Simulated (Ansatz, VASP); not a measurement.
## SnO in VASP and in Ansatz

INCAR

```
PREC = Accurate
ENCUT = 520
EDIFF = 1E-6
ISMEAR = -1
SIGMA = 0.02
LREAL = F
LASPH = T
NELM = 60
ALGO = Normal
ISIF = 2
LWAVE = F
LCHARG = T
GGA = PE
LELF = T
LVHAR = T
NBANDS = 17
```

KPOINTS

```
Automatic mesh
0
Gamma
  8 8 8
```

POSCAR

```
SnO
1.0
    3.2722321113      0.0000000000      0.0000000000
    0.0000000000      3.2722321113      0.0000000000
    0.0000000000      0.0000000000      3.0114429139
Sn O
1 1
Direct
    0.0000000000      0.0000000000      0.0000000000
    0.5000000000      0.5000000000      0.5000000000
```

Input for Ansatz:

```yaml
crystal:
  lattice:
    - [3.2722321113, 0.0, 0.0]
    - [0.0, 3.2722321113, 0.0]
    - [0.0, 0.0, 3.0114429139]
  atoms:
    - { symbol: Sn, position: [0.0, 0.0, 0.0] }
    - { symbol: O, position: [0.5, 0.5, 0.5] }
kpoints:
  mp_grid: { grid: [8, 8, 8] }
  band_path:
    path:
      - [0.0, 0.0, 0.0]
      - [0.0, 0.5, 0.0]
      - [0.5, 0.5, 0.0]
      - [0.5, 0.5, 0.5]
      - [-0.010132, -0.5, 0.104167]
    npoints: 1
hamiltonian:
  xc: pbe
scf:
  occupations: { method: fermi_dirac, width: 0.02 }
  n_extra_bands: 4
output:
  forces: true
  stress: true
  eigenvalues: true
  write_density: true
  write_potential: true
  elf: true
  volumetric_format: npy
```

Change from the starting cell: epitaxial_xy strain +5.4%.

Alike in both runs: task single point; functional PBE; k mesh 8 × 8 × 8; occupations fermi-dirac, width 0.02 eV; no spin polarisation.

```csv
,VASP,Ansatz
version,VASP 6.6.1,Ansatz 0.2.0
potentials or method,"VASP PAW PBE potentials, release 64 (Sn_d, O)","plane waves, PAW"
plane-wave cutoff (eV),520,420
valence electrons in the cell,20,20
```

|  | VASP | Ansatz | Ansatz less VASP |
| --- | --- | --- | --- |
| pressure (GPa) | -4.2 | -4.1 | +0.09 |
| largest component of the traceless stress (GPa) | 7.67 | 7.67 | -0.001 |

With one functional, cell and mesh, what is left measures potentials, basis and numerics.
